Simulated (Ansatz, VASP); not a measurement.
# HfSi: VASP beside Ansatz

Wanted: the spread between two codes on one cell, functional and k mesh. The cell is generated by rule, not measured, and may not be a known phase. The cell is taken from a series of runs on this material, whose earlier steps may have relaxed, scaled, displaced or heated it; both programs get it as it stands.

Calculated with Ansatz 0.2.0; plane waves, with VASP 6.6.1 beside it; single point at PBE.

The structure was built from a prototype and need not be the compound's stable phase.

## (1) Set-up

It takes space group Fm-3m (No. 225, cubic). Conventional cell: a = 5.320 Å, b = 5.320 Å, c = 5.320 Å, α = 90.00°, β = 90.00°, γ = 90.00°. Nearest to Hf lie 6 Si at 2.66 Å. Nearest to Si lie 6 Hf at 2.66 Å. Farther neighbours are not listed.

## (2) Ansatz: single point, PBE

Ansatz runs on its default PAW (the set named soft_2) files.

A single point gives forces, pressure and levels at one fixed geometry, so differences don't come from the geometry; what else differs is listed under the comparison.

input.yaml reads:

```yaml
crystal:
  lattice:
    - [0.0, 2.66, 2.66]
    - [2.66, 0.0, 2.66]
    - [2.66, 2.66, 0.0]
  atoms:
    - { symbol: Hf, position: [0.0, 0.0, 0.0] }
    - { symbol: Si, position: [0.5, 0.5, 0.5] }
kpoints:
  mp_grid: { grid: [6, 6, 6] }
hamiltonian:
  xc: pbe
scf:
  occupations: { method: gaussian, width: 0.1 }
output:
  forces: true
  stress: true
  eigenvalues: true
```

Launch:

```console
$ ansatz run input.yaml --threads 4 --pin off --max-ram 7168MiB --backend cpu --events-out ev --progress --plain --runs-dir out
```

Numbers of over 12 decimals in the logs are rounded to 6 here.

What it wrote:

```text
Engine: ansatz 0.2.0, aarch64-unknown-linux-gnu
Pseudopotentials: kind: paw
Pseudopotential: Hf, paw, valence charge 26, recommended cutoff 420 eV (normal), Hf.paw.azcp
Pseudopotential: Si, paw, valence charge 4, recommended cutoff 420 eV (normal), Si.paw.azcp
Functional definition: PBE
  parameter kappa = 0.804
  parameter beta = 0.066725
  exchange = pbe_x(kappa = kappa, mu = beta*pi^2/3)
  correlation = pbe_c(beta = beta)
Crystal: 2 atoms, lattice volume = 37.642 Å³
Basis set: ecut = 420 eV, 725 PW (Γ), exchange–correlation on 54×54×54 points (8 copies of the dense FFT grid, shifted against one another)
Bands: 19, of which v1, the nominal top of the filled ones, is band 15 counted from 1 (14 counted from 0)
Symmetry: 48 space group operations
Space group: Fm-3m (ITA 225), of the structure as read, at distance tolerance 3.4e-5 Å
k-points: 16 of 216
Non-local potential: Hf, projectors of the file, l = 0: 3, l = 1: 2, l = 2: 2, l = 3: 3
Non-local potential: Si, projectors of the file, l = 0: 2, l = 1: 2, l = 2: 2
PAW form: soft (Blöchl's): semilocal exchange-correlation on the pseudo side does not see the compensation charge
PAW one-centre angular grid: Hf, 590 points (default); XC on 64 Gauss nodes
PAW one-centre angular grid: Si, 110 points (default); XC on 64 Gauss nodes
Initial density: superposition of atomic densities (neutral atoms: chi_scale 0, normalization atom), corrected by the library's trained network
Initial wavefunctions: pseudopotential atomic-orbital guess
Functional: x = pbe(κ = 0.804, μ = 0.219515), c = pbe(β = 0.066725)
SCF iter   1: F=—  HF=-16358.272236 eV  |F-HF|=—  |Δ(HF+E_count)|=         —  Δρ=3.02e-3  dr2=4.45e-3  ethr=1.77e-3  ⟨swp⟩=4.9  Hψ=1315  notcnv=0
preconditioner: auto → none  [insulator: Δε(μ)=0.275 eV  Ē_g=16.626 eV  σ=0.100 eV  W_gap=0.64  n_scr=14 (ndim 8)  ℏωp=32.0 eV  f_vac=0.000  D(μ)=0.94/eV (n_scr^D=8)  ε∞_Penn≈4.7]
SCF iter   2: F=—  HF=-16358.271604 eV  |F-HF|=—  |Δ(HF+E_count)|=   6.31e-4  Δρ=1.25e-3  dr2=4.61e-4  ethr=1.48e-5  ⟨swp⟩=2.8  Hψ=638  notcnv=0
SCF iter   3: F=—  HF=-16358.271493 eV  |F-HF|=—  |Δ(HF+E_count)|=   1.12e-4  Δρ=6.83e-4  dr2=6.53e-5  ethr=1.54e-6  ⟨swp⟩=2.0  Hψ=514  notcnv=0
SCF iter   4: F=—  HF=-16358.271504 eV  |F-HF|=—  |Δ(HF+E_count)|=   1.10e-5  Δρ=2.38e-4  dr2=7.78e-6  ethr=2.18e-7  ⟨swp⟩=3.0  Hψ=633  notcnv=0
SCF iter   5: F=—  HF=-16358.271507 eV  |F-HF|=—  |Δ(HF+E_count)|=   2.84e-6  Δρ=3.75e-5  dr2=1.87e-7  ethr=2.59e-8  ⟨swp⟩=2.0  Hψ=481  notcnv=0
SCF iter   6: F=-16358.271507 eV  HF=-16358.271507 eV  |F-HF|=2.26e-9  |Δ(HF+E_count)|=   1.83e-7  Δρ=2.90e-6  dr2=1.30e-9  ethr=3.33e-10  ⟨swp⟩=5.2  Hψ=1375  notcnv=0
SCF 1 converged in 6 iterations: F = -16358.271507 eV  dr2 = 1.30e-9
  greatest PAW one-centre occupation: 0.998 electrons in one spin orbital (limit 2), on the Hf atom at site 0 (counted from 0), in its partial waves of l = 3
SCF converged after 6 iterations
Free energy (F): -16358.271507 eV
Harris-Foulkes:  -16358.271507 eV  (|F-HF|=2.26e-9)
Internal energy: -16358.266953 eV  (E = F + TS)
E sigma→0 (E₀):  -16358.269230 eV
Entropy (-TS):   -0.004554 eV (-2.277 meV/atom)
Fermi energy:    15.311521 eV
--- Per-component energies (eV) ---
  E_band       = -43.772031
  E_kinetic    = 464.231624
  E_local      = -6018.721514  (includes V_loc(G=0)·N_el)
  E_nonlocal   = -1217.700425
  E_hartree    = 2809.780689
  E_xc         = -355.739139
  E_vxc        = -313.730752  (∫ρ·V_xc dr)
  E_paw        = -7439.554623  (= ΣΔE_a)
  E_vpaw       = 1422.588175  (= ΣTr[D̂ρ^β])
  E_aug_tail   = 0.000005  (compensation charges beyond the density's cutoff)
  E_ewald      = -4600.563569
  E_smearing   = -0.004554  (= −TS)
  E_closure    = -0.000000  (closes the sum)
  Σ components = -16358.271507   (vs F -16358.271507, Δ=0.00e0)
--- Forces (eV/Å), atoms counted from 1 ---
  atom   1  Hf    -0.00000000     0.00000000    -0.00000000
  atom   2  Si    -0.00000000    -0.00000000    -0.00000000
  max |Σ_I F_I| component: 1.41e-30 eV/Å
--- Stress (GPa, compression-positive) ---
        2.214867      -0.000000      -0.000000
        0.000000       2.214867       0.000000
        0.000000      -0.000000       2.214867
  P = ⅓ Tr σ = 2.2149 GPa (22.149 kbar)
--- Band table (eV; the first three rows and the last of 16) ---
  k-point 0: bands = [... 11 lower, 4.9768, 15.5389, 15.5389, 15.5389, 16.2942, 16.2942, 17.8345, 17.8345]
  k-point 1: bands = [... 11 lower, 5.4964, 14.1559, 14.7992, 14.7992, 16.1842, 16.1842, 17.7252, 19.7878]
  k-point 2: bands = [... 11 lower, 6.9214, 11.6915, 13.6327, 13.6327, 17.4851, 17.4851, 18.0069, 22.1318]
  k-point 15: bands = [... 11 lower, 7.9479, 12.3302, 12.7774, 13.2397, 17.0039, 17.7970, 18.9656, 19.4826]
```

In the SCF lines HF is the Harris–Foulkes energy and dr2 the Hartree energy of the density residual, in eV; the loop may stop once dr2 is under the threshold and the program's other checks hold. Hψ counts applications of the Hamiltonian.

The run ends at a pressure of 2.21 GPa.

## (3) VASP: single point, PBE

The same cell, functional, mesh and smearing now go to VASP, with its own data sets.

Lines of VASP's logs that name or quote its potential files are left out, and so is its time.

INCAR reads:

```
SYSTEM = HfSi
PREC = Accurate
ENCUT = 500
EDIFF = 1E-06
NELM = 120
ISMEAR = 0
SIGMA = 0.1
LREAL = .FALSE.
ALGO = Normal
GGA = PE
NBANDS = 13
LASPH = .TRUE.
LORBIT = 11
LWAVE = .FALSE.
LCHARG = .FALSE.
ISIF = 2
GGA_COMPAT = .FALSE.
```

POSCAR reads:

```
HfSi
1.0
    0.0000000000      2.6600000000      2.6600000000
    2.6600000000      0.0000000000      2.6600000000
    2.6600000000      2.6600000000      0.0000000000
Hf Si
1 1
Direct
    0.0000000000      0.0000000000      0.0000000000
    0.5000000000      0.5000000000      0.5000000000
```

KPOINTS reads:

```
Automatic mesh
0
Gamma
6 6 6
0 0 0
```

Potentials, in the order of the species: Hf_pv and Si (PBE family, release 64).

Launch:

```console
$ mpirun -np 1 vasp_std
```

What it wrote:

```text
[banner, memory and clock lines left out]
running    1 mpi-ranks, on    1 nodes
 distrk:  each k-point on    1 cores,    1 groups
 distr:  one band on    1 cores,    1 groups

 POSCAR found type information on POSCAR HfSi
 POSCAR found :  2 types and       2 ions
 LDA part: xc-table for (Slater+PW92), standard interpolation
 POSCAR, INCAR and KPOINTS ok, starting setup
 FFT: planning ... GRIDC
 FFT: planning ... GRID_SOFT
 FFT: planning ... GRID
 WAVECAR not read
 entering main loop
       N       E                     dE             d eps       ncg     rms          rms(c)
DAV:   1     0.251645230522E+02    0.25165E+02   -0.69257E+03   416   0.931E+02
DAV:   2    -0.162340161412E+02   -0.41399E+02   -0.39189E+02   514   0.191E+02
DAV:   3    -0.174538935668E+02   -0.12199E+01   -0.12083E+01   526   0.234E+01
DAV:   4    -0.174641797601E+02   -0.10286E-01   -0.10257E-01   466   0.275E+00
DAV:   5    -0.174642841756E+02   -0.10442E-03   -0.10441E-03   531   0.264E-01    0.459E+01
DAV:   6    -0.165102220258E+02    0.95406E+00   -0.17501E+00   476   0.758E+00    0.284E+01
DAV:   7    -0.164739730099E+02    0.36249E-01   -0.61550E-01   491   0.504E+00    0.471E+00
DAV:   8    -0.164466200647E+02    0.27353E-01   -0.12926E-01   461   0.211E+00    0.322E-01
DAV:   9    -0.164465293825E+02    0.90682E-04   -0.51174E-03   451   0.535E-01    0.197E-01
DAV:  10    -0.164465419451E+02   -0.12563E-04   -0.94176E-05   521   0.704E-02    0.112E-01
DAV:  11    -0.164465451756E+02   -0.32306E-05   -0.30158E-05   471   0.367E-02    0.484E-02
DAV:  12    -0.164465436581E+02    0.15176E-05   -0.17928E-06   422   0.105E-02    0.910E-03
DAV:  13    -0.164465434031E+02    0.25491E-06   -0.35812E-07   238   0.474E-03
   1 F= -.16446543E+02 E0= -.16444222E+02  d E =-.464262E-02
```

Parts of OUTCAR (step 3):

```text
ion  position               nearest neighbor table
   1  0.000  0.000  0.000-   2 2.66   2 2.66   2 2.66   2 2.66   2 2.66   2 2.66
   2  0.500  0.500  0.500-   1 2.66   1 2.66   1 2.66   1 2.66   1 2.66   1 2.66

  LATTYP: Found a face centered cubic cell.
 ALAT       =     5.3200000000

 Subroutine GETGRP returns: Found 48 space group operations
 (whereof 48 operations were pure point group operations)

The static configuration has the point symmetry O_h .

 Found     16 irreducible k-points:

   k-points           NKPTS =     16   k-points in BZ     NKDIM =     16   number of bands    NBANDS=     13

   dimension x,y,z NGX =    28 NGY =   28 NGZ =   28
   dimension x,y,z NGXF=    56 NGYF=   56 NGZF=   56

   ENCUT  =  500.0 eV  36.75 Ry    6.06 a.u.   6.86  6.86  6.86*2*pi/ulx,y,z

   NELECT =      14.0000    total number of electrons

 k-points in reciprocal lattice and weights: Automatic mesh
   0.00000000  0.00000000  0.00000000       0.005
   0.16666667  0.00000000  0.00000000       0.037
   0.33333333  0.00000000  0.00000000       0.037
   0.50000000  0.00000000  0.00000000       0.019
   0.16666667  0.16666667  0.00000000       0.028
   0.33333333  0.16666667  0.00000000       0.111
   0.50000000  0.16666667  0.00000000       0.111
  -0.33333333  0.16666667  0.00000000       0.111
  -0.16666667  0.16666667  0.00000000       0.056
[...]
-0.33333333  0.33333333  0.16666667       0.111
  -0.33333333  0.50000000  0.16666667       0.056

 average (electrostatic) potential at core
       1 -36.1544       2 -82.2288

 E-fermi :   6.1713

 k-point     1 :       0.0000    0.0000    0.0000
  band No.  band energies     occupation
      1     -24.3477      2.00000
      2     -24.3477      2.00000
      3     -24.3477      2.00000
      4      -4.1550      2.00000
      5       6.4126      0.00064
      6       6.4126      0.00064
      7       6.4126      0.00064
      8       7.1669      0.00000
      9       7.1669      0.00000
    ...

 k-point     2 :       0.1667    0.0000    0.0000
  band No.  band energies     occupation
    ...
      3     -24.3531      2.00000
      4      -3.6379      2.00000
      5       5.0191      2.00000
      6       5.6656      2.00000
      7       5.6656      2.00000
      8       7.0549      0.00000
      9       7.0549      0.00000
     10       8.5714      0.00000
     11      10.6442      0.00000
     12      10.6442      0.00000
    ...

 k-point     3 :       0.3333    0.0000    0.0000
  band No.  band energies     occupation
    ...
      3     -24.3639      2.00000
      4      -2.2180      2.00000
      5       2.5516      2.00000
      6       4.5051      2.00000
      7       4.5051      2.00000
      8       8.3550      0.00000
      9       8.3550      0.00000
     10       8.8586      0.00000
     11      13.0024      0.00000
     12      13.3087      0.00000
    ...

  Total        0.5172227      0.5172227      0.5172227      0.0000000     -0.0000000      0.0000000
  in kB       22.0147226     22.0147226     22.0147226      0.0000000     -0.0000000      0.0000000
  external PRESSURE =      22.0147226 kB  Pullay stress =       0.0000000 kB

  energy-cutoff  :      500.00
  volume of cell :       37.64
      direct lattice vectors                 reciprocal lattice vectors
     0.000000000  2.660000000  2.660000000    -0.187969925  0.187969925  0.187969925
     2.660000000  0.000000000  2.660000000     0.187969925 -0.187969925  0.187969925
     2.660000000  2.660000000  0.000000000     0.187969925  0.187969925 -0.187969925

 POSITION                                       TOTAL-FORCE (eV/Angst)
 -----------------------------------------------------------------------------------
      0.00000      0.00000      0.00000        -0.000000     -0.000000     -0.000000
      2.66000      2.66000      2.66000         0.000000      0.000000      0.000000
 -----------------------------------------------------------------------------------
    total drift:                               -0.000000      0.000000      0.000000

  FREE ENERGIE OF THE ION-ELECTRON SYSTEM (eV)
  ---------------------------------------------------
  free  energy   TOTEN  =       -16.4465434031 eV

  energy  without entropy=      -16.4419007861  energy(sigma->0) =      -16.44422209

 total charge
# of ion       s       p       d       tot
------------------------------------------
    1        0.287   6.405   1.671   8.364
    2        0.788   0.998   0.000   1.786
--------------------------------------------------
tot          1.075   7.403   1.671  10.150

[... 3 further parts left out ...]
```

The k-mesh is coarse for a metal.

The run ends at a pressure of 2.20 GPa.

## (4) Differences

Known differences besides the potentials themselves: the data sets hold 30 valence electrons in Ansatz (on its default PAW (the set named soft_2) files) and 14 in VASP; the cutoff is 420 eV in Ansatz and 500 eV in VASP. Total energies have different zeros and are not compared.

Compared:

```csv
quantity,Ansatz,VASP,difference
pressure (GPa),2.21,2.20,+0.01
```

## (5) Results

* difference in pressure (single point, PBE): 0.013 GPa

In words: The difference in pressure is 0.013 GPa (single point, PBE), within the 1 GPa picked in this series as the mark of a large difference. The data sets hold unlike numbers of valence electrons (30 in Ansatz and 14 in VASP), so part of the differences comes from the potentials. How closely two codes agree says nothing of how well the functional describes the real material.

[Lines on the potential files, build, host, timing and source positions are cut from VASP's logs without a mark.]

[Logs are printed without paths, hosts, clocks, repeated set-up lines and the standing remarks that a program may print on its own settings, such as how far it seeks lower states.]

[Hosts, paths, dates, database ids (printed as entryN), source tags and the programs' standing remarks are cut or masked in the printed files.]
